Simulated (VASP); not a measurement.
Crystal: Sb.

```xyz
1
Lattice="3.1600 0.0000 0.0000 0.0000 3.1600 0.0000 0.0000 0.0000 3.1600" Properties=species:S:1:pos:R:3 pbc="T T T"
Sb    0.0000    0.0000    0.0000
```

This isn't the form of Sb at room conditions, which is rhombohedral.

* Program: VASP 6.6.1
* Task: relaxation of cell and atoms
* Functional: r2SCAN
* Potentials or basis: VASP PAW PBE potentials, release 64 (Sb)
* Cutoff: 600 eV
* k mesh: 14 × 14 × 14
* Occupations: gaussian, width 0.1 eV
* Spin: no spin polarisation

At the start: pressure -3.5 GPa; volume 31.55 Å³/atom.

Question: Where does the relaxation end?

Answer: Over 3 steps the energy falls by 24.8 meV/atom and the volume is 29.44 Å³/atom (-6.7 %); space group Pm-3m (No. 221, to 0.05 Å).

Step by step:
| step | energy change (eV) | largest force (eV/Å) | pressure (GPa) | volume (Å³) |
| --- | --- | --- | --- | --- |
| 1 | 0.0000 | 0.0000 | -3.53 | 31.55 |
| 2 | -0.0187 | 0.0000 | 2.11 | 28.48 |
| 3 | -0.0248 | 0.0000 | 0.00 | 29.44 |

Final structure:
```
Sb
1.0
     3.08781    0.00000    0.00000
     0.00000    3.08781    0.00000
     0.00000    0.00000    3.08781
Sb
1
Direct
  0.00000 0.00000 0.00000
```

Caveat: the PAW data sets were made with another functional, which shifts forces and pressure a little.
